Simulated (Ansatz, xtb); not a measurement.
Two isomers of C3H4N2

Structure X is `C/N=C/C#N`, a singlet and structure Y is `c1c[nH]cn1`, a singlet. Both are isolated molecules in the gas phase, relaxed with B3LYP/def2-SVP.

Quicker runs give these differences E(Y) − E(X): GFN2-xTB −186.1 kJ/mol; HF/STO-3G −86.0 kJ/mol (at GFN2-xTB geometries); r2SCAN-D4/def2-SVP −141.3 kJ/mol (at GFN2-xTB geometries).

Task: Estimate E(Y) − E(X) at the level CCSD(T)/def2-SVP + ΔMP2/def2-TZVPP.

Result: Calculated at CCSD(T)/def2-SVP + ΔMP2/def2-TZVPP: E(Y) − E(X) = −96.3 kJ/mol, so structure Y lies lower.

Level by level:

```json
{"level": "GFN2-xTB", "geometry": "GFN2-xTB", "E(Y) − E(X) (kJ/mol)": "−186.1", "departure from the last row (kJ/mol)": "−89.8", "job, with rough time for the two": "optimisation, 0.088 s"}
{"level": "HF/STO-3G", "geometry": "GFN2-xTB", "E(Y) − E(X) (kJ/mol)": "−86.0", "departure from the last row (kJ/mol)": "+10.3", "job, with rough time for the two": "single point, 0.18 s"}
{"level": "r2SCAN-D4/def2-SVP", "geometry": "GFN2-xTB", "E(Y) − E(X) (kJ/mol)": "−141.3", "departure from the last row (kJ/mol)": "−45.0", "job, with rough time for the two": "single point, 2 s"}
{"level": "B3LYP/def2-SVP", "geometry": "B3LYP/def2-SVP", "E(Y) − E(X) (kJ/mol)": "−113.7", "departure from the last row (kJ/mol)": "−17.4", "job, with rough time for the two": "optimisation, 12 s"}
{"level": "HF/def2-SVP", "geometry": "B3LYP/def2-SVP", "E(Y) − E(X) (kJ/mol)": "−84.1", "departure from the last row (kJ/mol)": "+12.2", "job, with rough time for the two": "part of the CCSD(T) run"}
{"level": "MP2/def2-SVP", "geometry": "B3LYP/def2-SVP", "E(Y) − E(X) (kJ/mol)": "−103.6", "departure from the last row (kJ/mol)": "−7.3", "job, with rough time for the two": "part of the CCSD(T) run"}
{"level": "CCSD(T)/def2-SVP", "geometry": "B3LYP/def2-SVP", "E(Y) − E(X) (kJ/mol)": "−87.8", "departure from the last row (kJ/mol)": "+8.6", "job, with rough time for the two": "single point"}
{"level": "CCSD(T)/def2-SVP + ΔMP2/def2-TZVPP", "geometry": "B3LYP/def2-SVP", "E(Y) − E(X) (kJ/mol)": "−96.3", "departure from the last row (kJ/mol)": "", "job, with rough time for the two": "single point, 9 s"}
```

As drawn, Y has 1 C∷C, 4 C∷N, 1 N–H in place of 1 C–N, 1 C=N, 1 C–C, 1 C≡N, 1 C–H (∷ is an aromatic bond). Structure X has no ring, Y a 5-membered ring (with an aromatic ring).

None of the levels shown reverses the order. The largest departure from CCSD(T)/def2-SVP + ΔMP2/def2-TZVPP is that of GFN2-xTB, 89.8 kJ/mol. The last row adds to CCSD(T) the change of the MP2 difference between the two basis sets, here −8.6 kJ/mol.

With harmonic frequencies from B3LYP/def2-SVP (ideal gas, rigid rotor, one conformer each, 298.15 K, 1 atm): the zero-point term adds +11.6 kJ/mol; ΔH is −89.1 and ΔG −80.1 kJ/mol.

The correlated steps freeze 5 core orbitals. Codes used: Ansatz 0.2.0, xtb 6.7.1; the last row on 4 threads of Arm Neoverse V1 on a shared host.
